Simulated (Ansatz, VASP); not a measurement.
# One calculation of Tl, two programs

The input INCAR:

```
SYSTEM = Tl
  PREC = Accurate
  ENCUT = 520
  EDIFF = 1E-6
  ISMEAR = -1
  SIGMA = 0.05
  LREAL = .FALSE.
  LASPH = .TRUE.
  NELM = 80
  ALGO = Normal
  ISIF = 2
  LWAVE = .FALSE.
  LCHARG = .FALSE.
  GGA = PE
  NBANDS = 12
```

File KPOINTS:

```
regular mesh
0
G
  14 14 14
  0 0 0
```

POSCAR

```
Tl
1.0
    0.0000000000      2.1793381662      2.1793381662
    2.1793381662      0.0000000000      2.1793381662
    2.1793381662      2.1793381662      0.0000000000
Tl
1
Direct
    0.0000000000      0.0000000000      0.0000000000
```

Input for Ansatz:

```yaml
crystal:
  lattice:
    - [0.0, 2.1793381662, 2.1793381662]
    - [2.1793381662, 0.0, 2.1793381662]
    - [2.1793381662, 2.1793381662, 0.0]
  atoms:
    - { symbol: Tl, position: [0.0, 0.0, 0.0] }
kpoints:
  mp_grid: { grid: [14, 14, 14] }
scf:
  occupations: { method: fermi_dirac, width: 0.05 }
hamiltonian:
  xc: pbe
  pseudopotentials: { kind: all_electron, lapw: { basis_error: 0.001 } }
output:
  forces: true
  stress: true
  eigenvalues: true
```

Change from the starting cell: volume scaled by 1.02.

Alike in both runs: task single point; functional PBE; k mesh 14 × 14 × 14; occupations fermi-dirac, width 0.05 eV; no spin polarisation.

```csv
,VASP,Ansatz
version,VASP 6.6.1,Ansatz 0.2.0
potentials or method,"VASP PAW PBE potentials, release 64 (Tl_d)","all-electron LAPW, scalar-relativistic"
plane-wave cutoff (eV),520,see its input
```

Ansatz gave:

```
pressure (GPa) : 33.9
```

Problem. What did VASP give for the same quantities?

Solution. Pressure (GPa): 33.8.

Ansatz ran all-electron here, so the differences hold the error of VASP's frozen core and of both bases.

Caveats: so large a pressure means that the cell lies far from this level's equilibrium, or that cutoff or potentials fall short (VASP). Spin-orbit coupling is left out, which matters for the levels of Tl.
